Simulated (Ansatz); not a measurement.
# Is Al-Os-Al stack of (111) layers a stable metal?

Question: is the lattice of Al-Os-Al stack of (111) layers stable, and if so, what are its coupling constant and resistivity?

Main program and level: Ansatz 0.2.0; DFT LDA, scalar-relativistic, plane waves, PAW; PAW set soft_1.

Most raw output is cut from this account.

## 1. The starting structure

The cell holds 3 atoms: 2 Al and 1 Os. Cell: a = 2.709 Å, b = 2.709 Å, c = 15.425 Å, α = 90.0°, β = 90.0°, γ = 120.0°. Vacuum lies along c.

## 2. Relaxation

The structure is brought to rest under this functional.

File input.yaml:

```yaml
crystal:
  lattice:
    - [2.70946, 0.0, 0.0]
    - [-1.35473, 2.34646, 0.0]
    - [0.0, 0.0, 15.42453]
  atoms:
    - { symbol: Al, position: [0.0, 0.0, 0.3565748] }
    - { symbol: Os, position: [0.33333333, 0.66666667, 0.5] }
    - { symbol: Al, position: [0.66666667, 0.33333333, 0.6434252] }
  periodic: [true, true, false]
kpoints:
  mp_grid: { grid: [12, 12, 1] }
hamiltonian:
  xc: lda
  pseudopotentials: { kind: paw, azcp: { folder: soft_1 }, xc_functional: pbe }
scf:
  occupations: { method: gaussian, width: 0.1 }
output:
  forces: true
  stress: true
  eigenvalues: true
relax:
  adjacent_minimum: "off"
  f_tol: 0.005
  max_steps: 80
  cell: { stress_2d_tol: 0.02 }
```

Launch:

```bash
ansatz run input.yaml --threads 4 --pin off --max-ram 12288MiB --backend cpu --events-out ev --progress --plain --runs-dir out
```

The job ended after 12 s (4 threads of Arm Neoverse V1, shared host; peak memory 0.48 GiB; 43 s of CPU time).

Relaxation path:

| step | energy less that of the first step (eV) | largest force component (eV/Å) | volume (Å³) |
| --- | --- | --- | --- |
| 1 | 0.0000 | 0.6855 | 207.57 |
| 2 | -0.1134 | 0.0670 | 208.75 |
| 3 | -0.1400 | 0.0442 | 215.21 |
| 4 | -0.1405 | 0.0192 | 216.01 |
| 5 | -0.1406 | 0.0013 | 216.12 |
| 6* | -0.1412 | 0.0011 | 216.12 |
| 7 | -0.1412 | 0.0000 | 216.15 |
| 8* | -0.1412 | 0.0000 | 216.15 |

Relaxation steps marked * repeat the geometry before them on a plane-wave basis chosen anew for their cell, so energy and pressure can jump there.

The run keeps the 12 symmetry operations that it works with, so distortions that break them were not tested.

| cell as run | before | after | change |
| --- | --- | --- | --- |
| a (Å) | 2.709 | 2.765 | +2.0 % |
| b (Å) | 2.709 | 2.765 | +2.0 % |

The atoms that moved most (Å, along periodic axes as changes of fractional coordinates times the final cell, across vacuum about the mean position):

| atom | dx | dy | dz | length |
| --- | --- | --- | --- | --- |
| Al3 | 0.000 | 0.000 | -0.190 | 0.190 |
| Al1 | 0.000 | 0.000 | 0.190 | 0.190 |

The relaxed structure:

```xyz
3
Lattice="2.7649 0.0000 0.0000 -1.3825 2.3945 0.0000 0.0000 0.0000 32.6491" Properties=species:S:1:pos:R:3
Al    0.0000    0.0000    5.6897
Os    0.0000    1.5963    7.7123
Al    1.3825    0.7982    9.7348
```

This step gave:

```
metallic on mesh  : yes
gap on the k-mesh : 0 eV
```

The cell grew by 2.0 % in its periodic edges. From the first step to the last the energy fell by 0.141 eV, across changes of basis, and the largest move was 0.19 Å (Al3 and 1 other atom alike).

## 3. Tight relaxation

No force is left; the cell is relaxed once more with another smearing and tight thresholds.

input.yaml, the sections that differ from step 2:

```yaml
crystal:
  lattice:
    - [2.764902986, 0.0, 0.0]
    - [-1.382451493, 2.3944762249, 0.0]
    - [0.0, 0.0, 32.6490652006]
  atoms:
    - { symbol: Al, position: [0.0, 0.0, 0.1742679601] }
    - { symbol: Os, position: [0.3333333333, 0.6666666667, 0.2362170234] }
    - { symbol: Al, position: [0.6666666667, 0.3333333333, 0.2981660868] }
  periodic: [true, true, false]
scf:
  occupations: { method: methfessel_paxton, width: 0.2 }
relax:
  adjacent_minimum: "off"
  f_tol: 0.001
  max_steps: 60
  cell: { stress_2d_tol: 0.002 }
# kpoints, hamiltonian, output: as in step 2
```

Wall time 8.7 s (4 threads); peak memory 0.48 GiB; 32 s of CPU time.

Little changed from the start: no atom moved by 0.005 Å and no cell edge by 0.1 %.

## 4. Phonons: q 2×2×1, k 6×6×1

Couplings are defined for a stable lattice alone, so phonons come first.

File input.yaml:

```yaml
crystal:
  lattice:
    - [2.7663729097, 0.0, 0.0]
    - [-1.3831864548, 2.3957492161, 0.0]
    - [0.0, 0.0, 32.6490652006]
  atoms:
    - { symbol: Al, position: [0.0, 0.0, 0.1743486352] }
    - { symbol: Os, position: [0.3333333333, 0.6666666667, 0.2362170234] }
    - { symbol: Al, position: [0.6666666667, 0.3333333333, 0.2980854116] }
  periodic: [true, true, false]
kpoints:
  mp_grid: { grid: [6, 6, 1] }
hamiltonian:
  xc: lda
  pseudopotentials: { kind: paw, azcp: { folder: soft_1 }, xc_functional: pbe }
scf:
  occupations: { method: methfessel_paxton, width: 0.2 }
output:
  eigenvalues: true
phonons:
  method: dfpt
  qmesh: [2, 2, 1]
  temperatures: { t_max: 1000, t_step: 50 }
  qpath:
    path:
      - [0.0, 0.0, 0.0]
      - [0.5, 0.0, 0.0]
      - [0.33333333, 0.33333333, 0.0]
      - [0.0, 0.0, 0.0]
    npoints: 10
```

It took 25 s on 4 threads; peak memory 0.61 GiB.

This step gave:

```
share of imaginary modes in the plain interpolation between solved wavevectors : 0.1109
highest frequency, solved or plainly interpolated                              : 365.6 cm⁻¹
```

Solved on the 2×2×1 mesh alone; all other wavevectors are interpolated. Phonon branches along the path, in cm⁻¹:

| point | branch 1 | branch 2 | branch 3 | branch 4 | branch 5 | branch 6 | branch 7 | branch 8 | branch 9 |
| --- | --- | --- | --- | --- | --- | --- | --- | --- | --- |
| Γ | 0 | 0 | 0 | 138 | 138 | 144 | 144 | 268 | 326 |
| halfway | -80 | 91 | 126 | 174 | 196 | 249 | 266 | 280 | 297 |
| M | -106 | 124 | 161 | 218 | 227 | 251 | 283 | 329 | 366 |
| halfway | -115 | 137 | 158 | 251 | 255 | 257 | 278 | 322 | 351 |
| K | -123 | 152 | 152 | 266 | 266 | 298 | 304 | 304 | 316 |
| halfway | -90 | 109 | 130 | 198 | 213 | 267 | 271 | 287 | 292 |
| Γ | 0 | 0 | 0 | 138 | 138 | 144 | 144 | 268 | 326 |

Lowest modes at the softest wavevector of the mesh. The modes at q = (0.500, 0.000, 0.000) (shares of kinetic energy by element, %) (negative means imaginary):

| mode | frequency (cm⁻¹) | Al % | Os % |
| --- | --- | --- | --- |
| 1 | -105.7 | 5 | 95 |
| 2 | 123.8 | 10 | 90 |
| 3 | 160.7 | 22 | 78 |
| 4 | 217.9 | 90 | 10 |
| 5 | 226.6 | 100 | 0 |
| 6 | 251.3 | 100 | 0 |

Displacements in mode 1 (-105.7 cm⁻¹), the largest set to 1, in the home cell:
```
Al1  0.36  0.21  0.17
Os2 -0.07 -0.04  1.00
Al3  0.36  0.21  0.17
```

Displacements in mode 6 (251.3 cm⁻¹), the largest set to 1, in the home cell:
```
Al1  0.06  0.03  1.00
Os2  0.00  0.00  0.00
Al3 -0.06 -0.03 -1.00
```

Among the solved wavevectors the lowest mode, translations apart, is -106 cm⁻¹, imaginary.

## 5. Phonons by linear response: q 3×3×1, k 9×9×1

An imaginary mode on so few k-points may come from the sampling, so the phonons are repeated with another q and k mesh.

input.yaml: that of step 4 with these lines changed.

```diff
@@ -11,3 +11,3 @@
 kpoints:
-  mp_grid: { grid: [6, 6, 1] }
+  mp_grid: { grid: [9, 9, 1] }
 hamiltonian:
@@ -21,3 +21,3 @@
   method: dfpt
-  qmesh: [2, 2, 1]
+  qmesh: [3, 3, 1]
   temperatures: { t_max: 1000, t_step: 50 }
```

The job ended after 79 s (4 threads; peak memory 0.75 GiB; 5.1 min of CPU time).

Numbers from this step:

```yaml
share_of_imaginary_modes_in_the_plain_interpolation_between_solved_wavevectors: 0.0307
highest_frequency_solved_or_plainly_interpolated: 367.8 cm⁻¹
```

Solved on the 3×3×1 mesh alone; all other wavevectors are interpolated. Phonon branches along the path, in cm⁻¹:

| point | branch 1 | branch 2 | branch 3 | branch 4 | branch 5 | branch 6 | branch 7 | branch 8 | branch 9 |
| --- | --- | --- | --- | --- | --- | --- | --- | --- | --- |
| Γ | 0 | 0 | 0 | 136 | 136 | 145 | 145 | 266 | 317 |
| halfway | 45 | 95 | 115 | 180 | 191 | 228 | 277 | 286 | 300 |
| M | 36 | 135 | 155 | 215 | 221 | 257 | 286 | 319 | 368 |
| halfway | -45 | 142 | 154 | 242 | 245 | 262 | 283 | 312 | 355 |
| K | -74 | 152 | 152 | 272 | 272 | 275 | 275 | 300 | 337 |
| halfway | 41 | 108 | 124 | 197 | 208 | 240 | 284 | 293 | 301 |
| Γ | 0 | 0 | 0 | 136 | 136 | 145 | 145 | 266 | 317 |

Lowest modes at the softest wavevector of the mesh. The modes at q = (0.333, 0.333, 0.000) (shares of kinetic energy by element, %) (negative means imaginary):

| mode | frequency (cm⁻¹) | Al % | Os % |
| --- | --- | --- | --- |
| 1 | -74.0 | 4 | 96 |
| 2 | 151.7 | 22 | 78 |
| 3 | 151.7 | 22 | 78 |
| 4 | 271.7 | 88 | 12 |
| 5 | 271.7 | 88 | 12 |
| 6 | 274.7 | 89 | 11 |

Displacements in mode 1 (-74.0 cm⁻¹), the largest set to 1, in the home cell (x, y, z of the real part, then of the imaginary part):
```
Al1  0.00 -0.26  0.00  0.26  0.00  0.00
Os2  0.00  0.00 -1.00  0.00  0.00  0.00
Al3 -0.23  0.13  0.00  0.13  0.23  0.00
```

Displacements in mode 2 (151.7 cm⁻¹), the largest set to 1, in the home cell (x, y, z of the real part, then of the imaginary part):
```
Al1  0.02 -0.01 -1.00 -0.01 -0.02  0.04
Os2 -0.05 -0.61  0.00 -0.60 -0.01  0.00
Al3  0.41  0.26 -0.04 -0.26  0.41  0.04
```

The modes has structure finer than the step of the table below, so its rows give means over 10 cm⁻¹, whole bins alone (the curve runs from -84 to 388 cm⁻¹). Peaks (cm⁻¹: height): Al 153.5: 0.0206, 221.8: 0.0363, 257.5: 0.0563, 284.2: 0.0733, 302.0: 0.0464, 340.6: 0.0218; Os -30.6: 0.00725, 40.7: 0.0288, 150.6: 0.0381, 284.2: 0.0151.

Phonopy on the run's constants, 21x21x1 mesh, Gaussian sigma 3.4 cm⁻¹. Table of modes by wavenumber; means over each step; values in 1/cm⁻¹/cell:

| wavenumber (cm⁻¹) | Al | Os |
| --- | --- | --- |
| -70 | 1.7e-4 | 0.00393 |
| -60 | 2.3e-4 | 0.00461 |
| -50 | 3.2e-4 | 0.00540 |
| -40 | 2.3e-4 | 0.00342 |
| -30 | 4.0e-4 | 0.00534 |
| -20 | 1.5e-4 | 0.00186 |
| -10 | 1.7e-4 | 0.00128 |
| 0 | 4.3e-4 | 0.00155 |
| 10 | 8.6e-4 | 0.00494 |
| 20 | 0.00163 | 0.00889 |
| 30 | 0.00259 | 0.0147 |
| 40 | 0.00463 | 0.0263 |
| 50 | 0.00233 | 0.0131 |
| 60 | 5.8e-4 | 0.00319 |
| 70 | 8.8e-4 | 0.00568 |
| 80 | 8.4e-4 | 0.00589 |
| 90 | 0.00101 | 0.00759 |
| 100 | 0.00132 | 0.00997 |
| 110 | 0.00168 | 0.0123 |
| 120 | 0.00241 | 0.0165 |
| 130 | 0.00470 | 0.0260 |
| 140 | 0.0108 | 0.0310 |
| 150 | 0.0178 | 0.0337 |
| 160 | 0.0129 | 0.00975 |
| 170 | 0.0133 | 0.00107 |
| 180 | 0.0135 | 9.8e-4 |
| 190 | 0.0172 | 0.00112 |
| 200 | 0.0204 | 0.00142 |
| 210 | 0.0284 | 0.00206 |
| 220 | 0.0343 | 0.00229 |
| 230 | 0.0285 | 0.00174 |
| 240 | 0.0240 | 0.00146 |
| 250 | 0.0356 | 0.00163 |
| 260 | 0.0463 | 0.00172 |
| 270 | 0.0269 | 0.00129 |
| 280 | 0.0475 | 0.00844 |
| 290 | 0.0458 | 0.00857 |
| 300 | 0.0409 | 0.00473 |
| 310 | 0.0335 | 0.00321 |
| 320 | 0.0152 | 9.2e-4 |
| 330 | 0.00848 | 3.3e-5 |
| 340 | 0.0188 | 1.7e-5 |
| 350 | 0.0164 | 1.3e-5 |
| 360 | 0.0121 | 4.9e-6 |
| 370 | 0.00389 | 0 |
| 380 | 5.2e-5 | 0 |

No LO-TO term; unit eigenvectors of the mass-weighted matrix. The modes at Γ (shares of kinetic energy by element, %):

| mode | frequency (cm⁻¹) | symmetry | Al % | Os % |
| --- | --- | --- | --- | --- |
| 1 | 0.0 | unnamed | 22 | 78 |
| 2 | 0.0 | unnamed | 22 | 78 |
| 3 | 0.0 | unnamed | 22 | 78 |
| 4 | 136.3 | Eg | 100 | 0 |
| 5 | 136.3 | Eg | 100 | 0 |
| 6 | 144.6 | Eu | 78 | 22 |
| 7 | 144.6 | Eu | 78 | 22 |
| 8 | 265.6 | A1g | 100 | 0 |
| 9 | 317.1 | A2u | 78 | 22 |

Displacements in mode 5 (136.3 cm⁻¹), the largest set to 1:
```
Al1  1.00  0.04  0.00
Os2  0.00  0.00  0.00
Al3 -1.00 -0.04  0.00
```

Displacements in mode 9 (317.1 cm⁻¹), the largest set to 1:
```
Al1  0.00  0.00  1.00
Os2  0.00  0.00 -0.28
Al3  0.00  0.00  1.00
```

Among the solved wavevectors the lowest mode, translations apart, is -74 cm⁻¹, imaginary.

## 6. Coupling and resistivity: q 3×3×1, k 9×9×1, scattering 18×18×1

Phonons, couplings and the Boltzmann equation in one run.

input.yaml: that of step 5 with these lines changed.

```diff
@@ -30 +30,4 @@
     npoints: 10
+  electrical_resistivity:
+    mesh: [18, 18, 1]
+    temperatures: [20.0, 50.0, 77.0, 100.0, 150.0, 200.0, 300.0, 400.0, 600.0, 800.0]
```

Run time: 69 s. Hardware: 4 threads; peak memory 0.76 GiB.

The run ended with an error.

The program's message: “electrical resistivity: the mode of lowest frequency at the wavevector [0.3333, 0.3333, 0.0000] is imaginary, -74.03 cm⁻¹ (written negative): the force constants describe an unstable lattice; relax th …”

The run stops because a mode is imaginary on the scattering mesh, where no scattering rate is defined; denser k meshes, other smearings and, between solved wavevectors, finer q meshes show whether the instability is real.

## 7. What came out

| Property | Result |
| --- | --- |
| phonon run of the rows without a label of their own | LDA, q 3×3×1, k 9×9×1 |
| softest mode on the q mesh | -74 cm⁻¹ at q = (0.333, 0.333, 0) |
| highest frequency, solved or plainly interpolated | 368 cm⁻¹ |

**Reading.** The lattice is dynamically unstable at this level: a mode at q = (0.333, 0.333, 0) is imaginary, 74i cm⁻¹, so no harmonic coupling constant or resistivity is defined for this structure. These meshes are coarse, and single modes of a metal can move by tens of cm⁻¹ with the k mesh. The coarser mesh found an imaginary mode at another wavevector, which this mesh lacks. Spin–orbit coupling, left out here, matters for Os. The PAW files were made for PBE; under other functionals the run regenerates their frozen core. The structure was built by hand as an ordered model, and its stability against other phases was not tested.

[Logs are printed without paths, hosts, clocks, repeated set-up lines and the standing remarks that a program may print on its own settings, such as how far it seeks lower states.]

[Hosts, paths, dates, database ids (printed as entryN), source tags and the programs' standing remarks are cut or masked in the printed files.]
